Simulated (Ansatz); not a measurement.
How settings move the G0W0 gap of NaF (NiAs type)

NaF built on the NiAs prototype, relaxed with r2SCAN; one-shot G0W0 in Ansatz without spin-orbit coupling. No spin polarisation. The prototype was imposed, so other structures may be more stable.

```yaml
crystal:
  lattice:
    - [3.17755, 0.00000, 0.00000]
    - [-1.58878, 2.75184, 0.00000]
    - [0.00000, 0.00000, 5.56763]
  atoms:
    - { symbol: Na, position: [0.00000, 0.00000, 0.00000] }
    - { symbol: Na, position: [0.00000, 0.00000, 0.50000] }
    - { symbol: F, position: [0.33333, 0.66667, 0.25000] }
    - { symbol: F, position: [0.66667, 0.33333, 0.75000] }
```

Gaps are read over the mesh points alone. G0W0 here is at a finite number of bands, screening cutoff and k mesh, not at the basis limit.
```
 start       potentials      frequency model   mesh  empty bands  screening cutoff (eV)  Kohn-Sham gap (eV)  G0W0 gap (eV)        rough cost
   PBE              PAW  contour deformation  6×6×2           79                     80                6.36          10.40   29 core-seconds
   PBE              PAW  contour deformation  6×6×2          183                    140                6.36          10.48    2 core-minutes
   PBE              PAW  contour deformation  6×6×2          336                    210                6.36          10.64    9 core-minutes
 HSE06              PAW  contour deformation  6×6×2          183                    140                8.53          11.51    4 core-minutes
   LDA              PAW  contour deformation  6×6×2          183                    140                6.01          10.45    2 core-minutes
r2SCAN              PAW  contour deformation  6×6×2          183                    140                7.18          10.95  2.6 core-minutes
   PBE              PAW     Godby-Needs pole  6×6×2          183                    140                6.36          10.54  2.3 core-minutes
   PBE              PAW  contour deformation  9×9×4           79                     80                6.36          10.40    5 core-minutes
   PBE  norm-conserving  contour deformation  6×6×2          183                    140                6.35          10.43    5 core-minutes
```

Over the mesh points the PBE gap of 6.36 eV becomes a quasiparticle gap of 10.64 eV (direct at Γ), a change of +4.28 eV. Renormalisation factors Z lie between 0.80 and 0.90.

Raising bands and cutoff together moves the gap by +0.08 eV (80 to 140 eV), then +0.16 eV (140 to 210 eV); the last step is still large, so the basis limit isn't reached. Starting from HSE06 (8.53 eV against PBE's 6.36 eV) gives 11.51 eV, +1.03 eV from G0W0@PBE at the same screening cutoff. Starting from LDA (6.01 eV against PBE's 6.36 eV) gives 10.45 eV, -0.03 eV from G0W0@PBE at the same screening cutoff. Starting from r2SCAN (7.18 eV against PBE's 6.36 eV) gives 10.95 eV, +0.47 eV from G0W0@PBE at the same screening cutoff. The Godby-Needs plasmon pole differs from contour deformation by +0.06 eV. A 9×9×4 mesh in place of 6×6×2 changes the opening over PBE by -0.01 eV (the gap on the mesh by 0.00 eV). Norm-conserving potentials (wave cutoff 1320 eV against 420 eV) shift the quasiparticle gap by -0.05 eV and the PBE gap by -0.01 eV. r2SCAN runs take a wave cutoff of 500 eV.
